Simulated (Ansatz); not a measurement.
The calculation used DFT PBE, scalar-relativistic, plane waves, PAW (Ansatz). Several structures of MgTe4 were relaxed, and the powder pattern of one of them was computed from 10° to 70° in 2θ (λ = 1.5406 Å; lines under 1 % are left out).

Cu Kα1 powder pattern (kinematic, no thermal factors).
| 2θ (°) | relative intensity |
| --- | --- |
| 15.37 | 99 |
| 21.80 | 1 |
| 26.78 | 54 |
| 31.02 | 100 |
| 34.79 | 53 |
| 44.44 | 73 |
| 47.29 | 28 |
| 52.65 | 24 |
| 55.18 | 26 |
| 57.64 | 12 |
| 64.66 | 12 |
| 66.91 | 16 |

Problem. Which structure gives it?
A.

```
Mg Te
1.0
     3.30772    1.90971    4.42896
    -3.30772    1.90971    4.42896
     0.00000   -3.81943    4.42896
Mg Te
1 4
Direct
  0.50000 0.50000 0.50000
  0.50000 0.50000 0.00000
  0.00000 0.50000 0.50000
  0.50000 0.00000 0.50000
  0.00000 0.00000 0.00000
```

B.

```
Mg Te
1.0
    -4.32714    4.32714    2.50788
     4.32714   -4.32714    2.50788
     4.32714    4.32714   -2.50788
Mg Te
1 4
Direct
  0.00000 0.00000 0.00000
  0.28839 0.17521 0.46361
  0.17521 0.71161 0.88682
  0.71161 0.82479 0.53639
  0.82479 0.28839 0.11318
```

C.

```
Mg Te
1.0
     5.46320    0.00000    0.00000
     0.00000    5.46320    0.00000
     0.00000    0.00000    5.46320
Mg Te
1 4
Direct
  0.00000 0.00000 0.00000
  0.29374 0.70626 0.70626
  0.70626 0.29374 0.70626
  0.70626 0.70626 0.29374
  0.29374 0.29374 0.29374
```

D.

```
Mg Te
1.0
     5.76150    0.00000    0.00000
     0.00000    5.76150    0.00000
     0.00000    0.00000    5.76150
Mg Te
1 4
Direct
  0.00000 0.00000 0.00000
  0.50000 0.50000 0.50000
  0.00000 0.50000 0.50000
  0.50000 0.00000 0.50000
  0.50000 0.50000 0.00000
```

Solution. D. Its strongest line, at 2θ = 31.02°, has d = λ/(2 sin θ) = 2.881 Å and is the (2 0 0) reflection of the conventional Pm-3m cell with a = 5.762 Å. The others have their strongest lines at 20.0° (A); 29.1° (B); 28.3° (C).

The cells needn't be stable.
